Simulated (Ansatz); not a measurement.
# Ir (Fm-3m) in Ansatz: notebook

One crystal, Ir, is run at these levels: r2SCAN; tasks: single point, equation of state.

All numbers are computed with Ansatz 0.2.0; they aren't measurements. Logs are shortened: lines on timing, memory, paths and dates and some standing lists are left out, and cuts for length are marked.

## Step 1: Starting point

Symmetry: Fm-3m, No. 225, cubic system. Conventional cell: a = 3.831 Å, b = 3.831 Å, c = 3.831 Å, α = 90.00°, β = 90.00°, γ = 90.00°. Ir (site symmetry m-3m) has 12 Ir at 2.71 Å as nearest neighbours.

## Step 2: Single point, r2SCAN, 13.22 Å³/atom (volume scaled by 0.94)

Input file input.yaml:

```yaml
crystal:
  lattice:
    - [0.0, 1.8764951499, 1.8764951499]
    - [1.8764951499, 0.0, 1.8764951499]
    - [1.8764951499, 1.8764951499, 0.0]
  atoms:
    - { symbol: Ir, position: [0.0, 0.0, 0.0] }
hamiltonian:
  xc: r2scan
  pseudopotentials: { kind: paw }
kpoints:
  mp_grid: { grid: [12, 12, 12] }
scf:
  occupations: { method: fermi_dirac, width: 0.05 }
output:
  forces: true
  stress: true
  eigenvalues: true
  write_density: true
  write_potential: true
  elf: true
  volumetric_format: npy
```

Potentials or basis: Ansatz PAW.

Run with:

```
$ ansatz run input.yaml --threads 2 --pin off --max-ram 5632MiB --backend cpu --events-out ev --progress --plain --runs-dir out
```

Standard output:

```text
Warning: RAYON_NUM_THREADS=2 ignored (pool sized by the plan → 2); use --threads N
Engine: ansatz 0.2.0, aarch64-unknown-linux-gnu
Pseudopotentials: kind: paw
Pseudopotential: Ir, paw, valence charge 17, recommended cutoff 500 eV (meta_gga), Ir.paw.azcp
Functional definition: r2SCAN
  parameter k0 = 0.174
  parameter k1 = 0.065
  parameter a1 = 4.9479
  exchange = r2scan_x(k0 = k0, k1 = k1, a1 = a1)
  correlation = r2scan_c
Crystal: 1 atoms, lattice volume = 13.215 Å³
Basis set: ecut = 500 eV, 331 PW (Γ), exchange–correlation on 80×80×80 points (64 copies of the dense FFT grid, shifted against one another)
Bands: 13, of which v1, the nominal top of the filled ones, is band 9 counted from 1 (8 counted from 0)
Symmetry: 48 space group operations
Space group: Fm-3m (ITA 225), of the structure as read, at distance tolerance 2.4e-5 Å
k-points: 72 of 1728
Non-local potential: Ir, projectors of the file, l = 0: 3, l = 1: 2, l = 2: 2, l = 3: 1
PAW form: soft (Blöchl's): semilocal exchange-correlation on the pseudo side does not see the compensation charge
PAW frozen core: Ir, regenerated for the run's functional (the file was generated under x = pbe(κ = 0.804, μ = 0.2195149727645171), c = pbe(β = 0.06672455060314922))
PAW one-centre angular grid: Ir, 590 points (default); XC on 160 Gauss nodes
Initial density: superposition of atomic densities (neutral atoms: chi_scale 0, normalization atom), corrected by the library's trained network
Initial wavefunctions: pseudopotential atomic-orbital guess
Functional: x = r2scan, c = r2scan; τ floored in thin density (d = 2e-4 eV/Å³)
SCF iter   1: F=—  HF=-11948.619510 eV  |F-HF|=—  |Δ(HF+E_count)|=         —  Δρ=1.15e-2  dr2=8.01e-3  dr2_τ=4.90e-2  ethr=1.77e-3  ⟨swp⟩=5.6  Hψ=5378  notcnv=0
preconditioner: auto → none  [metal: Δε(μ)=0.159 eV  Ē_g=15.828 eV  σ=0.050 eV  W_gap=0.48  n_scr=0 (ndim 8)  ℏωp=30.6 eV  f_vac=0.000  D(μ)=0.47/eV (n_scr^D=0)]
SCF iter   2: F=—  HF=-11948.651954 eV  |F-HF|=—  |Δ(HF+E_count)|=   3.24e-2  Δρ=5.11e-3  dr2=9.31e-4  dr2_τ=4.28e-4  ethr=4.71e-5  ⟨swp⟩=2.0  Hψ=2147  notcnv=0  defer=6
SCF iter   3: F=—  HF=-11948.652590 eV  |F-HF|=—  |Δ(HF+E_count)|=   6.36e-4  Δρ=1.36e-3  dr2=5.98e-5  dr2_τ=1.98e-5  ethr=5.48e-6  ⟨swp⟩=1.7  Hψ=1185  notcnv=0  defer=6
SCF iter   4: F=—  HF=-11948.652652 eV  |F-HF|=—  |Δ(HF+E_count)|=   6.18e-5  Δρ=1.05e-4  dr2=3.46e-7  dr2_τ=9.40e-8  ethr=3.52e-7  ⟨swp⟩=2.4  Hψ=1402  notcnv=0  defer=6
iter 5 did not close the SCF: its close was put off for the readings that it lacked (scf_convergence_deferred on its scf_iter line)
SCF iter   5: F=-11948.652653 eV  HF=-11948.652653 eV  |F-HF|=8.62e-9  |Δ(HF+E_count)|=   8.13e-7  Δρ=1.75e-5  dr2=2.74e-8  dr2_τ=6.30e-9  ethr=2.04e-9  ⟨swp⟩=2.3  Hψ=1536  notcnv=0  defer=6
SCF iter   6: F=-11948.652653 eV  HF=-11948.652653 eV  |F-HF|=2.60e-10  |Δ(HF+E_count)|=  2.98e-10  Δρ=1.61e-6  dr2=7.84e-11  dr2_τ=6.54e-11  ethr=1.61e-10  ⟨swp⟩=5.3  Hψ=4862  notcnv=0
SCF 1 converged in 6 iterations: F = -11948.652653 eV  dr2 = 7.84e-11
SCF converged after 6 iterations
Free energy (F): -11948.652653 eV
Harris-Foulkes:  -11948.652653 eV  (|F-HF|=2.60e-10)
Internal energy: -11948.648606 eV  (E = F + TS)
E sigma→0 (E₀):  -11948.650629 eV
Entropy (-TS):   -0.004047 eV (-4.047 meV/atom)
Fermi energy:    27.910182 eV
--- Per-component energies (eV) ---
  E_band       = -67.636186
  E_kinetic    = 627.149074
  E_local      = -987.553211  (includes V_loc(G=0)·N_el)
  E_nonlocal   = 74.200153
  E_hartree    = 386.750018
  E_xc         = -256.836670
  E_vxc        = -335.562112  (∫ρ·V_xc dr)
  E_paw        = -9250.082402  (= ΣΔE_a)
  E_vpaw       = -240.161491  (= ΣTr[D̂ρ^β])
  E_aug_tail   = -0.000031  (compensation charges beyond the density's cutoff)
  E_vtau       = 20.791423  (kinetic-family band-sum trace: ∫τ·v_τ [+ j·A + Jᵃ·Aᵃ] dr)
  E_ewald      = -2541.958643
  E_core_change = -0.316894  (= ΣΔE_core)
  E_smearing   = -0.004047  (= −TS)
  E_closure    = -0.000000  (closes the sum)
  Σ components = -11948.652653   (vs F -11948.652653, Δ=0.00e0)
--- Forces (eV/Å), atoms counted from 1 ---
  atom   1  Ir    -0.00000000     0.00000000    -0.00000000
  max |Σ_I F_I| component: 9.04e-32 eV/Å
--- Stress (GPa, compression-positive) ---
       32.117421       0.000000       0.000000
       -0.000000      32.117421      -0.000000
        0.000000       0.000000      32.117421
  P = ⅓ Tr σ = 32.1174 GPa (321.174 kbar)
--- Band table (eV; the first three rows and the last of 72) ---
  k-point 0: bands = ["-67.3074", "-23.0525", "-23.0525", "-23.0525", "15.6000", "23.4163", "23.4163", "23.4163", "26.4502", "26.4502", "41.8824", "48.0708", "48.0708"]
  k-point 1: bands = ["-67.3005", "-23.1283", "-23.0626", "-23.0626", "15.9470", "23.2275", "23.5643", "23.5643", "26.3522", "26.3522", "42.4883", "46.7577", "48.6565"]
  k-point 2: bands = ["-67.2817", "-23.3324", "-23.0901", "-23.0901", "16.8863", "22.8574", "23.8601", "23.8601", "26.2587", "26.2587", "43.7615", "44.7769", "50.3116"]
  k-point 71: bands = ["-67.1699", "-23.7631", "-23.7631", "-23.4605", "20.6741", "22.2962", "22.2962", "25.7248", "29.6559", "37.1682", "37.8434", "37.8434", "42.5887"]
```

Run time: 1.4 s. Hardware: 2 threads of Arm Neoverse V1, shared host; peak memory 0.3 GiB.

What came out:

* Free energy: -11948.6527 eV
* Pressure: 32.1 GPa
* Band gap on the k mesh: none (metal or under the smearing width)

Caveat: the PAW data sets come from PBE, with cores solved anew for the run's functional, which leaves a small shift of forces and pressure.

## Step 3: Single point, r2SCAN, 13.50 Å³/atom (volume scaled by 0.96)

Input file input.yaml:

```yaml
crystal:
  lattice:
    - [0.0, 1.8897103398, 1.8897103398]
    - [1.8897103398, 0.0, 1.8897103398]
    - [1.8897103398, 1.8897103398, 0.0]
  atoms:
    - { symbol: Ir, position: [0.0, 0.0, 0.0] }
hamiltonian:
  xc: r2scan
  pseudopotentials: { kind: paw }
kpoints:
  mp_grid: { grid: [12, 12, 12] }
scf:
  occupations: { method: fermi_dirac, width: 0.05 }
output:
  forces: true
  stress: true
  eigenvalues: true
```

Potentials or basis: Ansatz PAW.

Run with:

```
$ ansatz run input.yaml --threads 2 --pin off --max-ram 5632MiB --backend cpu --events-out ev --progress --plain --runs-dir out
```

Run time: 1.1 s. Hardware: 2 threads of Arm Neoverse V1, shared host; peak memory 0.3 GiB.

Results (log left out):

```yaml
Free_energy: -11948.6995 eV
Pressure: 21.4 GPa
Band_gap_on_the_k_mesh: none (metal or under the smearing width)
```

Caveat: the PAW data sets come from PBE, with cores solved anew for the run's functional, which leaves a small shift of forces and pressure.

## Step 4: Single point, r2SCAN, 13.78 Å³/atom (volume scaled by 0.98)

Changes to input.yaml since step 3:

```diff
@@ -2,5 +2,5 @@
   lattice:
-    - [0.0, 1.8897103398, 1.8897103398]
-    - [1.8897103398, 0.0, 1.8897103398]
-    - [1.8897103398, 1.8897103398, 0.0]
+    - [0.0, 1.9027432368, 1.9027432368]
+    - [1.9027432368, 0.0, 1.9027432368]
+    - [1.9027432368, 1.9027432368, 0.0]
   atoms:
```

Run with:

```
$ ansatz run input.yaml --threads 2 --pin off --max-ram 5632MiB --backend cpu --events-out ev --progress --plain --runs-dir out
```

Run time: 1.3 s. Hardware: 2 threads of Arm Neoverse V1, shared host; peak memory 0.3 GiB.

It converged, with:

```yaml
Free_energy: -11948.7286 eV
Pressure: 11.9 GPa
Band_gap_on_the_k_mesh: none (metal or under the smearing width)
```

Caveat: the PAW data sets come from PBE, with cores solved anew for the run's functional, which leaves a small shift of forces and pressure.

## Step 5: Single point, r2SCAN, 14.06 Å³/atom

Changes to input.yaml since step 4:

```diff
@@ -2,5 +2,5 @@
   lattice:
-    - [0.0, 1.9027432368, 1.9027432368]
-    - [1.9027432368, 0.0, 1.9027432368]
-    - [1.9027432368, 1.9027432368, 0.0]
+    - [0.0, 1.9156, 1.9156]
+    - [1.9156, 0.0, 1.9156]
+    - [1.9156, 1.9156, 0.0]
   atoms:
```

Run with:

```
$ ansatz run input.yaml --threads 2 --pin off --max-ram 5632MiB --backend cpu --events-out ev --progress --plain --runs-dir out
```

It took 1.3 s on 2 threads of Arm Neoverse V1, shared host; peak memory 0.3 GiB.

The run converged. Its results:

```
Free energy            : -11948.7420 eV
Pressure               : 3.5 GPa
Band gap on the k mesh : none (metal or under the smearing width)
```

Caveat: the PAW data sets come from PBE, with cores solved anew for the run's functional, which leaves a small shift of forces and pressure.

## Step 6: Single point, r2SCAN, 14.34 Å³/atom (volume scaled by 1.02)

Changes to input.yaml since step 5:

```diff
@@ -2,5 +2,5 @@
   lattice:
-    - [0.0, 1.9156, 1.9156]
-    - [1.9156, 0.0, 1.9156]
-    - [1.9156, 1.9156, 0.0]
+    - [0.0, 1.9282864624, 1.9282864624]
+    - [1.9282864624, 0.0, 1.9282864624]
+    - [1.9282864624, 1.9282864624, 0.0]
   atoms:
```

Potentials or basis: Ansatz PAW.

Run with:

```
$ ansatz run input.yaml --threads 2 --pin off --max-ram 5632MiB --backend cpu --events-out ev --progress --plain --runs-dir out
```

Run time: 1.3 s. Hardware: 2 threads of Arm Neoverse V1, shared host; peak memory 0.3 GiB.

Results (log left out):

```yaml
Free_energy: -11948.7415 eV
Pressure: -4.0 GPa
Band_gap_on_the_k_mesh: none (metal or under the smearing width)
```

Caveat: the PAW data sets come from PBE, with cores solved anew for the run's functional, which leaves a small shift of forces and pressure.

## Step 7: Single point, r2SCAN, 14.62 Å³/atom (volume scaled by 1.04)

Input file input.yaml:

```yaml
crystal:
  lattice:
    - [0.0, 1.940808154, 1.940808154]
    - [1.940808154, 0.0, 1.940808154]
    - [1.940808154, 1.940808154, 0.0]
  atoms:
    - { symbol: Ir, position: [0.0, 0.0, 0.0] }
hamiltonian:
  xc: r2scan
  pseudopotentials: { kind: paw }
kpoints:
  mp_grid: { grid: [12, 12, 12] }
scf:
  occupations: { method: fermi_dirac, width: 0.05 }
output:
  forces: true
  stress: true
  eigenvalues: true
  write_density: true
  write_potential: true
  elf: true
  volumetric_format: npy
```

Run with:

```
$ ansatz run input.yaml --threads 2 --pin off --max-ram 5632MiB --backend cpu --events-out ev --progress --plain --runs-dir out
```

Wall time 1.8 s (2 threads of Arm Neoverse V1, shared host); peak memory 0.33 GiB.

The run converged. Its results:

| Property | Result |
| --- | --- |
| Free energy | -11948.7286 eV |
| Pressure | -10.6 GPa |
| Band gap on the k mesh | none (metal or under the smearing width) |

Caveat: the PAW data sets come from PBE, with cores solved anew for the run's functional, which leaves a small shift of forces and pressure.

## Step 8: Single point, r2SCAN, 14.90 Å³/atom (volume scaled by 1.06)

Changes to input.yaml since step 7:

```diff
@@ -2,5 +2,5 @@
   lattice:
-    - [0.0, 1.940808154, 1.940808154]
-    - [1.940808154, 0.0, 1.940808154]
-    - [1.940808154, 1.940808154, 0.0]
+    - [0.0, 1.9531703226, 1.9531703226]
+    - [1.9531703226, 0.0, 1.9531703226]
+    - [1.9531703226, 1.9531703226, 0.0]
   atoms:
```

Run with:

```
$ ansatz run input.yaml --threads 2 --pin off --max-ram 5632MiB --backend cpu --events-out ev --progress --plain --runs-dir out
```

It took 1.8 s on 2 threads of Arm Neoverse V1, shared host; peak memory 0.33 GiB.

Results (log left out):

| Quantity | Value |
| --- | --- |
| Free energy | -11948.7048 eV |
| Pressure | -16.4 GPa |
| Band gap on the k mesh | none (metal or under the smearing width) |

Caveat: the PAW data sets come from PBE, with cores solved anew for the run's functional, which leaves a small shift of forces and pressure.

## Step 9: Equation of state, r2SCAN

Potentials or basis: Ansatz PAW.

This step only gathers the single runs of the series.

What came out:

* Equilibrium volume: 14.19 Å³/atom
* Bulk modulus: 379 GPa
* Pressure derivative of the bulk modulus: 5.0

Energy against volume, from the lowest point:
```tsv
volume (Å³/atom)	energy (meV/atom)
13.215	89.33
13.496	42.52
13.778	13.42
14.059	0.00
14.340	0.53
14.621	13.40
14.902	37.22
```

Caveat: the PAW data sets were made with another functional, which shifts forces and pressure a little. Zero-point motion and thermal expansion aren't in these numbers.
